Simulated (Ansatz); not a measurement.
**Bands of Se**

```
Se
1.0
     4.35517    0.00000    0.00000
    -2.17758    3.77169    0.00000
     0.00000    0.00000    4.94945
Se
3
Direct
  0.21700 0.00000 0.16667
  0.00000 0.21700 0.83333
  0.78300 0.78300 0.50000
```

Atom numbers follow the list: Se1, Se2, Se3.

The cell is COD entry 9008579, as deposited and not checked against the literature; nothing was relaxed.

Method: DFT, LDA, all-electron LAPW, scalar-relativistic in Ansatz 0.2.0.

Sampling and basis: a Γ-centred 8×8×6 k mesh, Fermi–Dirac smearing of 0.03 eV, basis error target 0.5 meV/atom, no spin polarisation.

Points in fractions of the reciprocal vectors of this cell: Γ (0, 0, 0), M (0.5, 0, 0), K (0.333, 0.333, 0), A (0, 0, 0.5), L (0.5, 0, 0.5), H (0.333, 0.333, 0.5). The path joins them by straight lines in the order Γ–M–K–Γ–A–L–H–A–L; legs that retrace an earlier one aren't tabulated. Energies are in eV from the top of the valence band.

(1) Metal or insulator at this level of theory?

(2) Tabulate bands 33 to 39, counted from the lowest band of the run, along the path.

Results:

(1) An insulator or semiconductor: gap 0.88 eV, indirect from the line L (0.5, 0, 0.5)–H (0.333, 0.333, 0.5) to H (0.333, 0.333, 0.5).

(2) 
```csv
k (1/Å),point,band 33,band 34,band 35,band 36,band 37,band 38,band 39
0.00,Γ,-3.81,-2.17,-2.17,-0.39,1.97,1.97,2.37
0.12,,-3.69,-2.17,-2.06,-0.43,1.93,1.96,2.43
0.24,,-3.62,-2.17,-1.86,-0.56,1.89,1.97,2.59
0.36,,-3.61,-2.18,-1.77,-0.74,1.94,2.04,2.85
0.48,,-3.63,-2.29,-1.84,-0.88,1.98,2.21,3.22
0.59,,-3.61,-2.55,-1.91,-0.98,1.99,2.38,3.69
0.71,,-3.53,-2.84,-1.95,-1.03,1.98,2.49,4.10
0.83,M,-3.47,-2.99,-1.96,-1.05,1.98,2.52,4.27
0.90,,-3.45,-2.99,-1.98,-1.09,2.01,2.57,4.25
0.97,,-3.39,-2.98,-2.05,-1.19,2.10,2.72,4.19
1.04,,-3.30,-2.98,-2.16,-1.32,2.26,2.92,4.10
1.11,,-3.20,-2.97,-2.30,-1.45,2.46,3.12,4.00
1.18,,-3.09,-2.96,-2.46,-1.55,2.70,3.24,3.93
1.25,,-2.98,-2.95,-2.61,-1.61,2.93,3.23,3.92
1.31,K,-2.94,-2.94,-2.69,-1.63,3.11,3.11,3.93
1.45,,-3.13,-2.84,-2.50,-1.57,2.78,3.22,3.84
1.59,,-3.32,-2.66,-2.22,-1.40,2.47,3.00,3.59
1.73,,-3.43,-2.44,-1.94,-1.17,2.23,2.59,3.27
1.86,,-3.50,-2.28,-1.76,-0.89,2.07,2.15,2.94
2.00,,-3.57,-2.19,-1.80,-0.63,1.91,1.99,2.66
2.14,,-3.67,-2.17,-2.03,-0.45,1.92,1.96,2.45
2.28,Γ,-3.81,-2.17,-2.17,-0.39,1.97,1.97,2.37
2.37,,-3.80,-2.17,-2.12,-0.43,1.91,1.94,2.31
2.46,,-3.76,-2.11,-1.99,-0.56,1.78,1.80,2.16
2.55,,-3.70,-2.03,-1.81,-0.75,1.61,1.62,1.96
2.64,,-3.62,-1.93,-1.61,-0.98,1.44,1.47,1.76
2.73,,-3.55,-1.83,-1.41,-1.20,1.31,1.35,1.57
2.82,,-3.51,-1.71,-1.41,-1.26,1.26,1.27,1.41
2.91,A,-3.49,-1.58,-1.58,-1.20,1.23,1.30,1.30
3.03,,-3.56,-1.59,-1.55,-1.21,1.28,1.36,1.48
3.15,,-3.72,-1.61,-1.45,-1.21,1.38,1.54,1.91
3.27,,-3.91,-1.66,-1.37,-1.09,1.49,1.83,2.42
3.39,,-4.10,-1.74,-1.38,-0.79,1.57,2.17,2.82
3.51,,-4.25,-1.82,-1.40,-0.44,1.58,2.47,3.03
3.62,,-4.35,-1.88,-1.43,-0.14,1.53,2.67,3.09
3.74,L,-4.38,-1.90,-1.44,-0.01,1.49,2.74,3.11
3.81,,-4.42,-1.82,-1.42,0.00,1.47,2.74,3.10
3.88,,-4.53,-1.63,-1.37,0.00,1.41,2.75,3.08
3.95,,-4.67,-1.34,-1.31,0.00,1.32,2.77,3.05
4.02,,-4.81,-1.26,-1.02,-0.02,1.20,2.79,3.01
4.09,,-4.93,-1.21,-0.69,-0.05,1.06,2.82,2.97
4.16,,-5.01,-1.18,-0.40,-0.12,0.94,2.85,2.93
4.22,H,-5.05,-1.17,-0.21,-0.21,0.88,2.89,2.89
4.36,,-4.93,-1.20,-0.47,-0.30,1.09,2.79,2.98
4.50,,-4.69,-1.27,-0.77,-0.64,1.37,2.64,3.03
4.64,,-4.41,-1.36,-1.04,-0.98,1.47,2.42,2.93
4.77,,-4.11,-1.46,-1.25,-1.19,1.44,2.08,2.58
4.91,,-3.82,-1.56,-1.43,-1.22,1.36,1.70,2.04
5.05,,-3.59,-1.59,-1.54,-1.21,1.28,1.39,1.52
5.19,A,-3.49,-1.58,-1.58,-1.20,1.23,1.30,1.30
```
